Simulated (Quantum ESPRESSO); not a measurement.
**AlN in Quantum ESPRESSO: the effect of target pressure**

Crystal: AlN.

```
CELL_PARAMETERS angstrom
0.00000 2.18399 2.18399
2.18399 0.00000 2.18399
2.18399 2.18399 0.00000
ATOMIC_POSITIONS crystal
Al 0.00000 0.00000 0.00000
N 0.25000 0.25000 0.25000
```

Measurements of this composition are mostly on another form, of space group No. 186.

Alike in all runs:

- Program: Quantum ESPRESSO 7.5
- Task: phonons
- Functional: PBE
- Potentials or basis: GBRV 1.5 PBE
- Cutoff: 612 eV
- Density cutoff: 4898 eV
- k mesh: 6 × 6 × 6, shifted
- Occupations: fermi-dirac, width 0.05 eV
- Spin: no spin polarisation

Each run relaxes the cell or the atoms first.

```csv
target pressure,relaxed volume (Å³/atom),dielectric constant (mean),highest phonon frequency (cm⁻¹)
-3 GPa,10.87,4.67,621
0 GPa,10.70,4.64,636
3 GPa,10.54,4.61,650
8 GPa,?,?,?
15 GPa,9.99,4.51,701
```

**Question.** What does the run with target pressure 8 GPa give?

**Answer.** Relaxed volume 10.29 Å³/atom; dielectric constant 4.56 mean; highest phonon frequency 672 cm⁻¹.

Worked out: In Murnaghan's law V^(-B') rises as a straight line in P. The other rows fit best with B' = 3.3, V0 = 10.70 Å³/atom and B0 = 195 GPa, which gives 10.30 Å³/atom at 8 GPa, against the run's 10.29. A straight line through the other rows of the dielectric constant, of slope -0.0088  per GPa, gives 4.57 , against the run's 4.56. A straight line through the other rows of the highest phonon frequency, of slope 4.4 cm⁻¹ per GPa, gives 671 cm⁻¹, against the run's 672.

Caveats: the cell is more than 3 GPa from zero pressure, which shifts response properties (some runs).
